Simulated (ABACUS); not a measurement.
Runs of ABACUS 3.10.1 on CoO. It takes space group I4/mmm (No. 139, tetragonal). Conventional cell: a = 3.016 Å, b = 3.016 Å, c = 4.214 Å, α = 90.00°, β = 90.00°, γ = 90.00°. Co (site symmetry 4/mmm) has 6 O at 2.11 to 2.13 Å as nearest neighbours. Around O (site symmetry 4/mmm) lie 6 Co at 2.11 to 2.13 Å. 

| task | potentials or basis | cutoff (eV) | SCF threshold on the density | eigensolver | gap on the mesh (eV) | pressure (GPa) | moment (μB) | V0 of scaled cells (Å³/atom) | B0 (GPa) |
| --- | --- | --- | --- | --- | --- | --- | --- | --- | --- |
| equation of state | PseudoDojo NC SR 0.4.1 PBE standard, DZP LCAO (the cutoffs set its grid) | 1361 | 1e-07 | genelpa | - | - | - | (b) | 181 |
| single point | PseudoDojo NC SR 0.4.1 PBE standard, TZDP LCAO (the cutoffs set its grid) | 1361 | 1e-07 | genelpa | none | 0.3 | 2.98 | - | - |
| single point | PseudoDojo NC SR 0.4.1 PBE standard, plane waves | 1320 | 1e-08 | dav | none | -0.1 | 2.98 | - | - |
| single point | PseudoDojo NC SR 0.4.1 PBE standard, DZP LCAO (the cutoffs set its grid) | 1361 | 1e-07 | genelpa | none | 0.7 | 2.98 | - | - |
| equation of state | PseudoDojo NC SR 0.4.1 PBE standard, TZDP LCAO (the cutoffs set its grid) | 1361 | 1e-07 | genelpa | - | - | - | (a) | 182 |

Alike in all rows: level PBE; spin collinear, ferromagnetic start; cell as given; k mesh 12 × 12 × 12; smearing fermi-dirac 0.05 eV.

Question: Fill in the values left out.

Answer: (a) 9.60; (b) 9.62.

Caveats: the atomic orbitals were generated for these runs and aren't a published set (some runs); the basis of atomic orbitals isn't converged, which shifts pressures, moduli and gaps (some runs); a cell with one magnetic atom can't hold antiferromagnetic order, which such compounds often take (some runs); semilocal functionals often make such compounds metallic where correlation or magnetic order opens a gap, which also shifts bond lengths (some runs); the cell was scaled at fixed shape and fractional positions, which overstates the stiffness of a crystal with free parameters, most of all of layers and chains (some runs).

A k mesh can miss the band edges.

A gap of «none» marks a metal or a gap under the smearing width.

Not every run made on this cell is shown here.
